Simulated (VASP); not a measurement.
A run of VASP 6.6.1:

INCAR

```
SYSTEM = SnTe
ALGO     = Fast           ! electronic algorithm
EDIFF    = 1E-7           ! SCF threshold, eV
EDIFFG   = -0.005         ! ionic threshold
ENCUT    = 600            ! plane-wave cutoff, eV
GGA      = PE             ! functional
IBRION   = 2              ! ionic algorithm
ISIF     = 3              ! what is computed and relaxed
ISMEAR   = 0              ! smearing method
IVDW     = 12             ! dispersion correction
LASPH    = .TRUE.         ! aspherical terms in the spheres
LCHARG   = .FALSE.        ! write CHGCAR
LREAL    = .FALSE.        ! projectors in reciprocal space
LWAVE    = .FALSE.        ! write WAVECAR
NELM     = 100            ! most SCF steps
NSW      = 90             ! ionic steps
PREC     = Accurate       ! precision mode
SIGMA    = 0.1            ! smearing width, eV
```

KPOINTS

```
k-points
0
G
  12 12 12
  0 0 0
```

The input POSCAR:

```
SnTe
1.0
    0.0000000000      3.1858130700      3.1858130700
    3.1858130700      0.0000000000      3.1858130700
    3.1858130700      3.1858130700      0.0000000000
Sn Te
1 1
Direct
    0.0000000000      0.0000000000      0.0000000000
    0.5000000000      0.5000000000      0.5000000000
```

Potentials or basis: VASP PAW PBE potentials, release 64 (Sn_d, Te).

Command:

```sh
$ cat potpaw_PBE.64/Sn_d/POTCAR potpaw_PBE.64/Te/POTCAR > POTCAR
$ mpirun -np 1 vasp_std > vasp.out
```

Hardware: 1 thread of Intel(R) Xeon(R) 6975P-C (Granite Rapids), on a shared host.

Task: Estimate the wall time of this run.

Result: Wall time 74 s on 1 thread of Intel(R) Xeon(R) 6975P-C (Granite Rapids), on a shared host, peak memory 0.28 GiB. Counts: scf iterations 36, k points 72, ion steps 3.
